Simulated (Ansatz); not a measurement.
# Cu2O (Cuprite): the cost of one run

Program: Ansatz 0.2.0. Level of theory: DFT PBE, scalar-relativistic, plane waves, PAW. These are calculated values, not measurements.

The COD entry's cell or inner coordinates are ideal or old and differ from later refinements, so a difference from it is no clean test against experiment.

## Step 1: Starting point

The structure is cubic, space group Pn-3m (No. 224). The conventional cell has a = 4.298 Å, b = 4.298 Å, c = 4.298 Å, α = 90.00°, β = 90.00°, γ = 90.00°. Cu (site symmetry -3m) has 2 O at 1.86 Å as nearest neighbours. O (site symmetry -43m) is surrounded by 4 Cu at 1.86 Å.

Structure file:

```xyz
6
Lattice="4.2983 0.0000 0.0000 0.0000 4.2983 0.0000 0.0000 0.0000 4.2983" Properties=species:S:1:pos:R:3 pbc="T T T"
Cu    1.0746    1.0746    1.0746
Cu    1.0746    3.2237    3.2237
Cu    3.2237    3.2237    1.0746
Cu    3.2237    1.0746    3.2237
O     0.0000    0.0000    0.0000
O     2.1491    2.1491    2.1491
```

This cell comes from an earlier session at PBE: 13.235 Å³/atom at 0.00 GPa, on a 8×8×8 mesh.

## Step 2: Antiferromagnetic, in the cell as typed

File input.yaml:

```yaml
crystal:
  lattice:
    - [4.2982801501, 0.0, 0.0]
    - [0.0, 4.2982801501, 0.0]
    - [0.0, 0.0, 4.2982801501]
  atoms:
    - { symbol: Cu, position: [0.25, 0.25, 0.25], spin: 1.0 }
    - { symbol: Cu, position: [0.25, 0.75, 0.75], spin: 1.0 }
    - { symbol: Cu, position: [0.75, 0.75, 0.25], spin: -1.0 }
    - { symbol: Cu, position: [0.75, 0.25, 0.75], spin: -1.0 }
    - { symbol: O, position: [0.0, 0.0, 0.0] }
    - { symbol: O, position: [0.5, 0.5, 0.5] }
basis:
  ecutwfc: 420
  ecutrho_ratio: 4
kpoints:
  mp_grid: { grid: [8, 8, 8] }
hamiltonian:
  xc: pbe
scf:
  occupations: { method: gaussian, width: 0.05 }
  lower_state_search: "off"
output:
  forces: true
  stress: true
  eigenvalues: true
  populations: true
magnetization:
  spin_polarized: true
```

Run with:

```console
$ ansatz run input.yaml --threads 8 --pin off --max-ram 22528MiB --backend cpu --events-out ev --progress --plain --runs-dir out
```

**Question.** How long does this run take on 8 threads of AMD EPYC (Zen 3), shared host, and how much memory does it need?

About 36 s, with a peak of 0.98 GiB.
